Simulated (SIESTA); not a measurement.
NaH under changes of volume

One of the cells (14.817 Å³/atom); the others are scaled copies at fixed shape and fractional positions:

```xyz
2
Lattice="0.0000 2.4562 2.4562 2.4562 0.0000 2.4562 2.4562 2.4562 0.0000" Properties=species:S:1:pos:R:3 pbc="T T T"
Na    0.0000    0.0000    0.0000
H     2.4562    2.4562    2.4562
```

```yaml
Program: SIESTA 5.4.2
Functional: PBE
Potentials_or_basis: PseudoDojo 0.4 standard (PBE files)
Basis: DZP (energy shift 0.002 Ry; radii capped at 9.5 bohr)
Grid_cutoff: 800 Ry
Energy_shift: 0.002 Ry
k_mesh: 9 × 9 × 9
Occupations: fermi-dirac, width 0.05 eV
Spin: no spin polarisation
```

```tsv
volume (Å³/atom)	energy over the lowest point (meV/atom)	pressure (GPa)	gap on the mesh (eV)
13.655	2.26	1.2	4.17
13.946	0.64	0.6	4.14
14.236	0.00	0.1	4.12
14.817	1.44	-0.8	4.08
15.108	3.26	-1.2	4.07
15.398	?	?	?
```

What does the run at 15.398 Å³/atom give?

Energy over the lowest point 5.76 meV/atom; pressure -1.6 GPa; gap on the mesh 4.05 eV.

Worked out: A Birch-Murnaghan fit of order 3 (a polynomial in V^(-2/3)) to the other rows has its minimum at 14.28 Å³/atom with B0 = V·E''(V) = 24 GPa and B' = 4.9. It gives 5.73 meV/atom at 15.398 Å³/atom, against the run's 5.76, and -dE/dV = -1.5 GPa, against -1.6. A straight line through the other rows of the gap, of slope -0.986 eV per unit of ln V, extrapolates to 4.05 eV, against the run's 4.05.

Energies are extrapolated to zero smearing.

Caveats: semicore shells carry a single zeta, which can move pressures by several GPa and volumes by a few percent; an odd mesh through Γ misses points on the zone boundary, where band edges often lie; the basis of atomic orbitals isn't converged, which shifts pressures, moduli and gaps.
